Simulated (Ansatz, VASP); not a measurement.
This is a calculation of Hf for VASP 6.6.1.

The input INCAR:

```
SYSTEM = Hf
ALGO = Normal
DIPOL = 0.5 0.5 0.500
EDIFF = 1E-6
ENCUT = 520
GGA = PE
IDIPOL = 3
ISIF = 2
ISMEAR = -1
LASPH = .True.
LCHARG = .False.
LDIPOL = .True.
LREAL = .False.
LWAVE = .False.
NBANDS = 33
NELM = 60
PREC = Accurate
SIGMA = 0.05
```

File KPOINTS:

```
k-points
0
Gamma
  9 9 1
  0 0 0
```

POSCAR

```
Hf
1.0
    3.1395541085      0.0000000000      0.0000000000
    0.0000000000      3.1395541085      0.0000000000
    0.0000000000      0.0000000000     23.8800000000
Hf
5
Direct
    0.5000000000      0.5000000000      0.3140703518
    0.0000000000      0.0000000000      0.4070351759
    0.5000000000      0.5000000000      0.5000000000
    0.0000000000      0.0000000000      0.5929648241
    0.5000000000      0.5000000000      0.6859296482
```

Potentials or basis: VASP PAW PBE potentials, release 64 (Hf_pv).

The run is started by

```console
$ cat potpaw_PBE.64/Hf_pv/POTCAR > POTCAR
$ mpirun -np 1 vasp_std > vasp.out
```

Question: Set up the same calculation for Ansatz 0.2.0. Potentials there: Ansatz PAW.

Answer: As run (the cutoff follows the program's own potentials):

Contents of input.yaml:

```yaml
crystal:
  lattice:
    - [3.1395541085, 0.0, 0.0]
    - [0.0, 3.1395541085, 0.0]
    - [0.0, 0.0, 23.88]
  atoms:
    - { symbol: Hf, position: [0.5, 0.5, 0.3140703518] }
    - { symbol: Hf, position: [0.0, 0.0, 0.4070351759] }
    - { symbol: Hf, position: [0.5, 0.5, 0.5] }
    - { symbol: Hf, position: [0.0, 0.0, 0.5929648241] }
    - { symbol: Hf, position: [0.5, 0.5, 0.6859296482] }
hamiltonian:
  xc: pbe
  pseudopotentials: { kind: paw }
kpoints:
  mp_grid: { grid: [9, 9, 1] }
scf:
  occupations: { method: fermi_dirac, width: 0.05 }
output:
  forces: true
  eigenvalues: true
efield:
  axis: 3
  dipole_correction: true
  ramp_width: 0.04
```

Potentials or basis: Ansatz PAW.

Launch:

```bash
$ ansatz run input.yaml --threads 4 --pin off --max-ram 11264MiB --backend cpu --events-out ev --progress --plain --runs-dir out
```

Both were run:

|  | VASP | Ansatz | Ansatz less VASP |
| --- | --- | --- | --- |
| gap on the k mesh at the Fermi level (eV) | none | none | - |
| rms of the force components (eV/Å) | 0.455 | 0.444 | -0.0112 |

Atom by atom the forces differ by 0.015 eV/Å (rms over components). A gap of «none» marks a metal or a gap that the smearing closes. The two sets of potentials don't hold the same shells in valence.

The runs have no spin-orbit coupling, so splittings on Hf are missing.
